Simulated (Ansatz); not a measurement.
Si: rattling a relaxed structure

The cell was found from a structure generator's guess, not taken from experiment.

Level of theory: Ansatz, DFT PBE, scalar-relativistic, plane waves, PAW. Settings: cutoff 420 eV, Γ-centred mesh 30×30×30 on the computed 2-atom cell, Gaussian smearing of 0.10 eV; no spin polarisation.

The cell below (2 atoms, space group I4_1/amd (No. 141)) is relaxed within its symmetry.

```xyz
2
Lattice="-1.2571 1.2571 4.8130 1.2571 -1.2571 4.8130 1.2571 1.2571 -4.8130" Properties=species:S:1:pos:R:3 pbc="T T T"
Si    1.2571    0.0000    2.4065
Si    0.0000    0.0000    4.8130
```

For the test a repeat of it with 8 atoms (edges 5.03, 5.03, 5.13 Å) was strained at random (σ = 1.5 % a component), the atoms were moved at random (σ = 0.15 Å), and all was relaxed again on a coarse 4×4×4 mesh (in the run’s order of axes) with 0.20 eV smearing, with no symmetry imposed.

Question: Does it come back?

Answer: It doesn't return. The energy falls by 89 meV/atom on that mesh, the volume changes by -0.5 %, and the end has space group P2/m (No. 10) at a loose tolerance. Relaxed again on a 20×22×12 mesh with 0.10 eV smearing, the new structure lies 85 meV/atom below the first (mesh in the axes of the run's cell; the cell below is made exact in the group named). Space group P6/mmm (No. 191), hexagonal, a = 2.652 Å, c = 2.480 Å. Si has 2 Si at 2.48 Å and 6 Si at 2.65 Å.

```
CELL_PARAMETERS angstrom
2.65218 0.00000 0.00000
-1.32609 2.29686 0.00000
0.00000 0.00000 2.47991
ATOMIC_POSITIONS crystal
Si 0.00000 0.00000 0.50000
```
